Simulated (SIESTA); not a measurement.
The system is BAs.

```
CELL_PARAMETERS angstrom
0.00000 2.38850 2.38850
2.38850 0.00000 2.38850
2.38850 2.38850 0.00000
ATOMIC_POSITIONS crystal
As 0.75000 0.75000 0.75000
B 0.00000 0.00000 0.00000
```

Base run:

| Property | Result |
| --- | --- |
| Program | SIESTA 5.4.2 |
| Functional | PBE |
| Potentials or basis | PseudoDojo 0.4 standard (PBE files) |
| Basis | TZP (energy shift 0.002 Ry) |
| Grid cutoff | 500 Ry |
| Energy shift | 0.002 Ry |
| k mesh | 10 × 10 × 10 |
| Occupations | fermi-dirac, width 0.05 eV |
| Spin | no spin polarisation |

Its results: band gap on the k mesh 1.47 eV, indirect (least direct gap 3.42 eV); pressure 6.2 GPa.

The run is repeated on the same cell with these changes: basis from TZP (energy shift 0.002 Ry) to TZDP (energy shift 0.002 Ry). What comes out?

Band gap on the k mesh 1.43 eV, indirect (least direct gap 3.33 eV); pressure 4.9 GPa.

Caveats: semicore shells carry a single zeta, which can move pressures by several GPa and volumes by a few percent; the basis of atomic orbitals isn't converged, which shifts pressures, moduli and gaps.

Not every run made on this cell is shown here.
